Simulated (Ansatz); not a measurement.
# TaN: a hydrostatic pressure series

One table from this session's results is given with a row withheld; the runs are named, their logs left out.

Method: DFT PBEsol, scalar-relativistic, plane waves, PAW, in Ansatz 0.2.0.

2 further runs of the same task are left out: 2 set aside as unsound or not needed.

**Starting point**

The structure is cubic, space group Fm-3m (No. 225). The conventional cell has a = 4.376 Å, b = 4.376 Å, c = 4.376 Å, α = 90.00°, β = 90.00°, γ = 90.00°. Ta (site symmetry m-3m) has 6 N at 2.19 Å in its first shell of neighbours. Around N (site symmetry m-3m) lie 6 Ta at 2.19 Å.

Structure file:

```cif
data_structure
_symmetry_space_group_name_H-M 'Fm-3m'
_symmetry_Int_Tables_number 225
_cell_length_a 4.3757
_cell_length_b 4.3757
_cell_length_c 4.3757
_cell_angle_alpha 90.000
_cell_angle_beta 90.000
_cell_angle_gamma 90.000
_cell_volume 83.78
loop_
_atom_site_label
_atom_site_type_symbol
_atom_site_symmetry_multiplicity
_atom_site_Wyckoff_symbol
_atom_site_fract_x
_atom_site_fract_y
_atom_site_fract_z
_atom_site_occupancy
Ta1 Ta 4 b 0.50000 0.00000 0.00000 1
N1 N 4 a 0.00000 0.00000 0.00000 1
```

This cell was relaxed beforehand with the same method: volume 10.47 Å³/atom, gap on the mesh none (metal).

The first run:

Contents of input.yaml:

```yaml
crystal:
  lattice:
    - [0.0, 2.1952429589, 2.1952429589]
    - [2.1952429589, 0.0, 2.1952429589]
    - [2.1952429589, 2.1952429589, 0.0]
  atoms:
    - { symbol: Ta, position: [0.5, 0.5, 0.5] }
    - { symbol: "N", position: [0.0, 0.0, 0.0] }
basis:
  ecutwfc: 420
kpoints:
  mp_grid: { grid: [16, 16, 16] }
hamiltonian:
  xc: pbesol
scf:
  occupations: { method: gaussian, width: 0.1 }
output:
  forces: true
  stress: true
  eigenvalues: true
relax:
  adjacent_minimum: "off"
  f_tol: 0.008
  max_steps: 50
  cell: { stress_tol: 0.08, p_target: -1.0 }
```

Started as:

```
$ ansatz run input.yaml --threads 1 --pin off --max-ram 2560MiB --backend cpu --events-out ev --progress --plain --runs-dir out
```

Steps of the session up to this table: Target pressure -1 GPa; Target pressure 1 GPa; Target pressure 4 GPa; Target pressure 12 GPa; Relaxing at 25 GPa; Target pressure 50 GPa; Target pressure 90 GPa.

One table of the session follows, with a row left open; its other results are not shown here.

Lengths are those of the vectors of the cell that was run:

| P (GPa) | V (Å³/atom) | a (Å) | b (Å) | c (Å) | ΔH (eV/atom) |
| --- | --- | --- | --- | --- | --- |
| -1 | 10.50 | 3.097 | 3.097 | 3.097 | -0.065 |
| 0 | 10.47 | 3.094 | 3.094 | 3.094 | 0.000 |
| 1 | 10.44 | 3.091 | 3.091 | 3.091 | 0.065 |
| 4 | 10.36 | 3.083 | 3.083 | 3.083 | 0.260 |
| 12 | 10.15 | 3.062 | 3.062 | 3.062 | 0.772 |
| 25 | ? | ? | ? | ? | ? |
| 50 | 9.38 | 2.983 | 2.983 | 2.983 | 3.082 |
| 90 | 8.81 | 2.921 | 2.921 | 2.921 | 5.347 |

Q: Estimate the row for P (GPa) = 25 from the others.

Worked estimate for «V (Å³/atom)». A straight line through the neighbours (12, 10.15) and (50, 9.38) gives 10.15 + (9.38 − 10.15) × (25 − 12) / (50 − 12) = 9.89; a parabola fitted to 4 rows on both sides gives 9.86.

As computed: V (Å³/atom): 9.85; a (Å): 3.032; b (Å): 3.032; c (Å): 3.032; ΔH (eV/atom): 1.583. In «V (Å³/atom)» the line misses by +0.04 and the parabola by +0.01.

ΔH is E + PV over the energy at zero pressure; a, b and c are the vectors of the computed cell. 
